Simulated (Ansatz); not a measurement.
Set up this calculation in Ansatz 0.2.0, as the native input.

| Item | Value |
| --- | --- |
| Task | single point |
| Functional | PBE |
| Potentials or basis | Ansatz PAW |
| Cutoff | 420 eV (not typed: the program's choice for these potentials) |
| k mesh | 7 × 7 × 5 |
| Occupations | gaussian, width 0.018 eV |
| Spin | collinear spin, ferromagnetic start |
| Starting moments | [0.0, 0.0, 4.0, 4.0] μB |

The system is MnSb.

```
CELL_PARAMETERS angstrom
4.15000 0.00000 0.00000
-2.07500 3.59401 0.00000
0.00000 0.00000 5.78000
ATOMIC_POSITIONS crystal
Sb 0.66667 0.33333 0.75000
Sb 0.33333 0.66667 0.25000
Mn 0.00000 0.00000 0.50000
Mn 0.00000 0.00000 0.00000
```

The input as run:

input.yaml

```yaml
crystal:
  lattice:
    - [4.15, 0.0, 0.0]
    - [-2.075, 3.5940054257, 0.0]
    - [0.0, 0.0, 5.78]
  atoms:
    - { symbol: Sb, position: [0.6666666667, 0.3333333333, 0.75] }
    - { symbol: Sb, position: [0.3333333333, 0.6666666667, 0.25] }
    - { symbol: Mn, position: [0.0, 0.0, 0.5], spin: 4.0 }
    - { symbol: Mn, position: [0.0, 0.0, 0.0], spin: 4.0 }
hamiltonian:
  xc: pbe
  pseudopotentials: { kind: paw }
magnetization:
  spin_polarized: true
kpoints:
  mp_grid: { grid: [7, 7, 5] }
scf:
  occupations: { method: gaussian, width: 0.018 }
output:
  forces: true
  stress: true
  eigenvalues: true
```

Potentials or basis: Ansatz PAW.

The run is started by

```console
$ ansatz run input.yaml --threads 2 --pin off --max-ram 5632MiB --backend cpu --events-out ev --progress --plain --runs-dir out
```

Results of the run:

| Quantity | Value |
| --- | --- |
| Pressure | -3.4 GPa |
| Band gap on the k mesh | none (metal or under the smearing width) |
| Net moment | 6.68 μB per cell |
| Absolute moment | 7.57 μB per cell |
| Site moments | Sb -0.13; Mn +3.43 μB |

Caveat: only a ferromagnetic start was run, and an antiferromagnetic order may lie lower in energy.

Wall time 7.9 s on 2 threads of Intel(R) Xeon(R) Platinum 8259CL CPU @ 2.50GHz (Skylake/Cascade Lake), with other jobs on the host, peak memory 0.53 GiB.
